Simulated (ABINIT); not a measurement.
The system is Pd.

```
Pd
1.0
     0.00000    1.94650    1.94650
     1.94650    0.00000    1.94650
     1.94650    1.94650    0.00000
Pd
1
Direct
  0.00000 0.00000 0.00000
```

Base run:

* Program: ABINIT 10.8.3 (patched build)
* Functional: LDA
* Potentials or basis: JTH PAW LDA v2.0
* Cutoff: 626 eV
* k mesh: 12 × 12 × 12
* Occupations: fermi-dirac, width 0.05 eV
* Spin: no spin polarisation

Its results: band gap on the k mesh none (metal or under the smearing width); pressure -8.8 GPa.

Task: After a change of settings the same cell gave: band gap on the k mesh none (metal or under the smearing width); pressure -6.0 GPa. Which change was it?
A. functional from LDA to PBE; potentials or basis from JTH PAW LDA v2.0 to SPMS NC PBE v1.0; cutoff from 626 eV to 898 eV
B. k mesh from 12 × 12 × 12 to 5 × 5 × 5
C. functional from LDA to BLYP; potentials or basis from JTH PAW LDA v2.0 to JTH PAW PBE v2.0
D. k mesh from 12 × 12 × 12 to 16 × 16 × 16

Result: B.

Caveats: some runs use coarse meshes.

Not every run made on this cell is shown here.
